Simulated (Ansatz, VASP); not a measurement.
## Ag: VASP beside Ansatz

Contents of POSCAR:

```
Ag
1.0
    0.0000000000      2.0868259600      2.0868259600
    2.0868259600      0.0000000000      2.0868259600
    2.0868259600      2.0868259600      0.0000000000
Ag
1
Direct
    0.0000000000      0.0000000000      0.0000000000
```

INCAR.step1

```
SYSTEM = Ag
PREC = Accurate
ENCUT = 520
ISMEAR = -1
SIGMA = 0.1
LREAL = .False.
LASPH = .True.
NELM = 80
NBANDS = 12
GGA = PE
ALGO = Normal
EDIFF = 1E-4
LWAVE = .True.
LCHARG = .False.
```

The input INCAR.step2:

```
SYSTEM = Ag
PREC = Accurate
ENCUT = 520
EDIFF = 1E-6
ISMEAR = -1
SIGMA = 0.1
LREAL = .False.
LASPH = .True.
NELM = 80
ALGO = Normal
ISIF = 2
LWAVE = .False.
LCHARG = .False.
METAGGA = R2SCAN
LMIXTAU = .True.
NBANDS = 12
ISTART = 1
```

Contents of KPOINTS:

```
Automatic mesh
0
Gamma
  14 14 14
  0 0 0
```

Input for Ansatz:

```yaml
crystal:
  lattice:
    - [0.0, 2.08682596, 2.08682596]
    - [2.08682596, 0.0, 2.08682596]
    - [2.08682596, 2.08682596, 0.0]
  atoms:
    - { symbol: Ag, position: [0.0, 0.0, 0.0] }
  symmetry: { tolerance: 0.0003 }
kpoints:
  mp_grid: { grid: [14, 14, 14], shift: [0, 0, 0] }
  band_path:
    path:
      - [0.0, 0.0, 0.0]
      - [0.5, 0.0, 0.5]
      - [0.625, 0.25, 0.625]
      - [0.375, 0.375, 0.75]
      - [0.0, 0.0, 0.0]
      - [0.5, 0.5, 0.5]
      - [0.5, 0.25, 0.75]
      - [0.5, 0.0, 0.5]
    npoints: 8
magnetization:
  spin_polarized: false
scf:
  occupations: { method: fermi_dirac }
  lower_state_search: "off"
  max_iter: 200
hamiltonian:
  pseudopotentials: { kind: paw }
  xc: r2scan
basis:
  ecutwfc: 500
  fft_grid_basis: typed
output:
  forces: true
  stress: true
  eigenvalues: true
  bader: true
  populations: true
  elf: true
  write_potential: true
  volumetric_format: npy
  dos:
    e_range: [-12, 8]
    de: 0.05
    projected: { site_lists: { Ag: [Ag] } }
checkpoint:
  read: saved_state
```

Alike in both runs: task single point; functional r2SCAN; k mesh 14 × 14 × 14; no spin polarisation.

```csv
,VASP,Ansatz
version,VASP 6.6.1,Ansatz 0.2.0
potentials or method,"VASP PAW PBE potentials, release 64 (Ag)",PAW plane waves
plane-wave cutoff (eV),520,500
occupations,"fermi-dirac, width 0.1 eV",fermi-dirac
valence electrons in the cell,11,19
```

```csv
,VASP,Ansatz,Ansatz less VASP
pressure (GPa),-4.3,-4.4,-0.07
```

The two sets of potentials don't hold the same shells in valence.

Caveats: the PAW data sets were made with another functional, which shifts forces and pressure a little (VASP).
